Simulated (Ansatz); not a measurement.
Runs of Ansatz 0.2.0 on Ru. The structure is hexagonal, space group P6_3/mmc (No. 194). The conventional cell has a = 2.706 Å, b = 2.706 Å, c = 4.282 Å, α = 90.00°, β = 90.00°, γ = 120.00°. Ru (site symmetry -6m2) is surrounded by 12 Ru at 2.65 to 2.71 Å. 

```tsv
task	level	cell	k mesh	cutoff (eV)	points for each segment of the path	q mesh	gap on the mesh (eV)	pressure (GPa)
band structure	m-r2SCAN	as given	11 × 11 × 6	500	14	-	none	-2.0
relaxation of cell and atoms	BPBE	relaxed	11 × 11 × 6	420	-	-	-	0.0
band structure	PBEsol	as given	11 × 11 × 6	420	14	-	none	(a)
phonons	PBEsol	as given	10 × 10 × 6	420	8	2 × 2 × 2	none	-
```

Alike in all rows: potentials or basis Ansatz PAW; no spin polarisation; smearing fermi-dirac 0.05 eV.

**Question.** Estimate the missing entries.

**Answer.** (a) -6.2.

Caveats: the PAW data sets come from PBE, with cores solved anew for the run's functional, which leaves a small shift of forces and pressure; the plane-wave basis is chosen anew once the cell has moved, so the energies of steps on either side of that aren't comparable (some runs); some levels weren't fully converged (some runs).

A k mesh can miss the band edges, and the runs leave out spin-orbit coupling on Ru.

A gap of «none» marks a metal or a gap under the smearing width.

Runs at the PBE level aren't shown here.
